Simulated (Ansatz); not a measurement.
**An added C started as a split pair with a C atom in diamond, 65 atoms, charge −1**

All numbers come from Ansatz (PAW, plane waves, no spin–orbit coupling) at the single k point (¼, ¼, ¼) without its symmetry partners. The atoms were relaxed with PBEsol in a fixed cell; other functionals are single points on those atoms unless said otherwise. The valence top and gap of the host come from its small cell on a dense mesh, with the band extrema sought between the mesh points, lined up by the mean potential, PBEsol gap 4.03 eV. The charge correction uses an assumed dielectric constant of 5.7.

Cell: a = 7.108 Å, b = 7.108 Å, c = 7.108 Å, α = 90.00°, β = 90.00°, γ = 90.00°.

Nearest atoms after relaxation, from the placed atom (for vacancies from the middle of the vacant sites): C at 1.29 Å, C at 1.40 Å, C at 1.40 Å, C at 2.17 Å, C at 2.18 Å, C at 2.20 Å, C at 2.20 Å, C at 2.20 Å.

Chemical potentials μ are those of reference phases of the elements at zero temperature by the same functional (the usual solids, diamond for C, grey Sn, and the molecules H2, N2, O2, F2, Cl2, Br2 and S8).

```
functional  E(defect) − E(host) − Σ nμ + q·E_VBM (eV)  monopole (eV)  alignment (eV)  formation energy at E_F = VBM (eV)  moment (μB)                         wall time, shared host
    PBEsol                                      14.77           0.50           -0.09                               15.18          1.0  63 s on 7 threads of Neoverse-V2 (relaxation)
```

(1) How does the monopole term follow by hand for this cubic cell?

One k point and a cell of this size can leave errors of several tenths of an eV in such numbers.

## Answers

(1) q²·α·e²/(4πε₀)/(2εL) with the Madelung constant α = 2.837 and e²/4πε₀ = 14.40 eV·Å: 1 × 2.837 × 14.40 / (2 × 5.7 × 7.108) = 0.50 eV.
